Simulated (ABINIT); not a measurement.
Be:

```xyz
2
Lattice="2.2853 0.0000 0.0000 -1.1426 1.9791 0.0000 0.0000 0.0000 3.5842" Properties=species:S:1:pos:R:3 pbc="T T T"
Be    1.1427    0.6597    2.6882
Be    0.0000    1.3194    0.8961
```

Base run:

* Program: ABINIT 10.8.3 (patched build)
* Functional: PBEsol
* Potentials or basis: JTH PAW PBE v2.0
* Cutoff: 626 eV
* k mesh: 13 × 13 × 8
* Occupations: fermi-dirac, width 0.05 eV
* Spin: no spin polarisation

Its results: band gap on the k mesh none (metal or under the smearing width); pressure -4.3 GPa.

Task: After a change of settings the same cell gave: band gap on the k mesh none (metal or under the smearing width); pressure -8.6 GPa. Which change was it?
A. functional from PBEsol to BLYP
B. functional from PBEsol to LDA
C. functional from PBEsol to RPBE
D. functional from PBEsol to WC

Result: B.

LDA binds more tightly than PBEsol, so the same cell stands under less pressure.

Caveats: the PAW data sets were made with another functional, which shifts forces and pressure a little.
